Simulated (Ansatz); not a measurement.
RbBr (started from an entry of an open crystallographic database) (r2SCAN geometry), in Ansatz:

```
Rb Br
1.0
     0.00000    3.46083    3.46083
     3.46083    0.00000    3.46083
     3.46083    3.46083    0.00000
Rb Br
1 1
Direct
  0.00000 0.00000 0.00000
  0.50000 0.50000 0.50000
```

G0W0@PBE with 454 empty bands, a screening cutoff of 180 eV and a 4×4×4 mesh (PAW, contour deformation) gives 6.846 eV over the mesh points, from a PBE gap of 4.291 eV; it sums over 462 bands with 459 plane waves in the screening and a wave cutoff of 420 eV. G0W0 values are finite-basis, finite-mesh values. The values are computed, spin-unpolarised, and not measurements.

Q: Estimate the gap with mesh 6×6×6, empty bands 134, screening cutoff 80 eV.

A: 6.588 eV (-0.258 eV), from a Kohn-Sham gap of 4.291 eV.

Q: Estimate the gap with starting point HSE06.

A: 7.399 eV (+0.553 eV), from a Kohn-Sham gap of 5.443 eV.

The runs are scalar-relativistic, without spin-orbit coupling.
